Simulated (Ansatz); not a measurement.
# K: energies, forces and stress near the listed structure

How do energy, forces, pressure and gap of K change under further strains and shifts, distortions that keep the symmetry, other functionals? Each case is one self-consistent run.

Program: Ansatz 0.2.0. Level of theory: DFT PBEsol, scalar-relativistic, plane waves, PAW. These are calculated values, not measurements.

### Step 1. Starting point

The structure is hexagonal, space group P6_3/mmc (No. 194). Conventional cell: a = 4.768 Å, b = 4.768 Å, c = 15.699 Å, α = 90.00°, β = 90.00°, γ = 120.00°.

Coordinates:

```cif
data_structure
_symmetry_space_group_name_H-M 'P 1'
_symmetry_Int_Tables_number 1
_cell_length_a 4.7684
_cell_length_b 4.7684
_cell_length_c 15.6992
_cell_angle_alpha 90.000
_cell_angle_beta 90.000
_cell_angle_gamma 120.000
_cell_volume 309.14
loop_
_atom_site_label
_atom_site_type_symbol
_atom_site_fract_x
_atom_site_fract_y
_atom_site_fract_z
_atom_site_occupancy
K1 K 0.00000 0.00000 0.00000 1
K2 K 0.33333 0.66667 0.75000 1
K3 K 0.00000 0.00000 0.50000 1
K4 K 0.66667 0.33333 0.25000 1
```

The structure comes from the Materials Project (structure only).

### Step 2. Functional and cell changed: PBE

What differs from the listed cell: strain xx, yy, zz, yz, xz, xy = -2.0, -2.0, -2.0, +0.0, +0.0, +0.0 %.

The input, input.yaml:

```yaml
crystal:
  lattice:
    - [4.672254815, 0.0, 0.0]
    - [-2.3361274075, 4.0462913628, 0.0]
    - [0.0, 0.0, 15.3825483412]
  atoms:
    - { symbol: K, position: [0.0, 0.0, 0.0] }
    - { symbol: K, position: [0.33333333, 0.66666667, 0.75] }
    - { symbol: K, position: [0.0, 0.0, 0.5] }
    - { symbol: K, position: [0.66666667, 0.33333333, 0.25] }
basis:
  ecutwfc: 420
kpoints:
  mp_grid: { grid: [12, 12, 4] }
hamiltonian:
  xc: pbe
scf:
  occupations: { method: gaussian, width: 0.1 }
output:
  forces: true
  stress: true
  eigenvalues: true
```

Started as:

```console
> ansatz run input.yaml --threads 1 --pin off --max-ram 1331MiB --backend cpu --events-out ev --progress --plain --runs-dir out
```

### Step 3. A distortion that keeps the symmetry

input.yaml: that of step 2 with these lines changed.

```diff
@@ -2,5 +2,5 @@
   lattice:
-    - [4.672254815, 0.0, 0.0]
-    - [-2.3361274075, 4.0462913628, 0.0]
-    - [0.0, 0.0, 15.3825483412]
+    - [4.6919007636, 0.0, 0.0]
+    - [-2.3459503818, 4.0633052533, 0.0]
+    - [0.0, 0.0, 16.3891811241]
   atoms:
@@ -15,3 +15,3 @@
 hamiltonian:
-  xc: pbe
+  xc: pbesol
 scf:
@@ -22 +22,2 @@
   eigenvalues: true
+  populations: true
```

### Step 4. Functional and cell changed: PBE

input.yaml: that of step 3 with these lines changed.

```diff
@@ -2,5 +2,5 @@
   lattice:
-    - [4.6919007636, 0.0, 0.0]
-    - [-2.3459503818, 4.0633052533, 0.0]
-    - [0.0, 0.0, 16.3891811241]
+    - [4.9307516292, 0.0, 0.0]
+    - [-2.4653758146, 4.2701561707, 0.0]
+    - [0.0, 0.0, 16.2336020399]
   atoms:
@@ -15,3 +15,3 @@
 hamiltonian:
-  xc: pbesol
+  xc: pbe
 scf:
@@ -22,2 +22 @@
   eigenvalues: true
-  populations: true
```

### Step 5. Functional and cell changed: PBE

input.yaml: that of step 4 with these lines changed.

```diff
@@ -2,5 +2,5 @@
   lattice:
-    - [4.9307516292, 0.0, 0.0]
-    - [-2.4653758146, 4.2701561707, 0.0]
-    - [0.0, 0.0, 16.2336020399]
+    - [4.7573713642, 0.0, 0.0]
+    - [-2.3786856821, 4.1200044567, 0.0]
+    - [0.0, 0.0, 15.6627790831]
   atoms:
```

### Step 6. A distortion that keeps the symmetry

input.yaml: that of step 5 with these lines changed.

```diff
@@ -2,5 +2,5 @@
   lattice:
-    - [4.7573713642, 0.0, 0.0]
-    - [-2.3786856821, 4.1200044567, 0.0]
-    - [0.0, 0.0, 15.6627790831]
+    - [4.7355796202, 0.0, 0.0]
+    - [-2.3677898101, 4.1011322528, 0.0]
+    - [0.0, 0.0, 16.5329858073]
   atoms:
@@ -15,3 +15,3 @@
 hamiltonian:
-  xc: pbe
+  xc: pbesol
 scf:
```

**Question.** What will these runs give? Wanted: for each run, case; energy; pressure; largest force.

**Answer**, as computed:

```
step                                  case  energy (meV/atom)  pressure (GPa)  largest force (eV/Å)  gap on the mesh (eV)
   2      functional and cell changed: PBE                n/a             0.1                  0.00                  0.00
   3  a distortion that keeps the symmetry               +0.0            -0.3                  0.00                  0.00
   4      functional and cell changed: PBE                n/a            -0.4                  0.00                  0.00
   5      functional and cell changed: PBE                n/a            -0.1                  0.00                  0.00
   6  a distortion that keeps the symmetry               +4.2            -0.3                  0.00                  0.00
```

Energies are counted from step 3, with the smearing taken to zero. Other atoms or functionals have another zero of energy (n/a). A gap of 0.00 means none on the mesh at this level.

**Reading.** The distorted cells of the listed formula and level show no gap on the mesh.
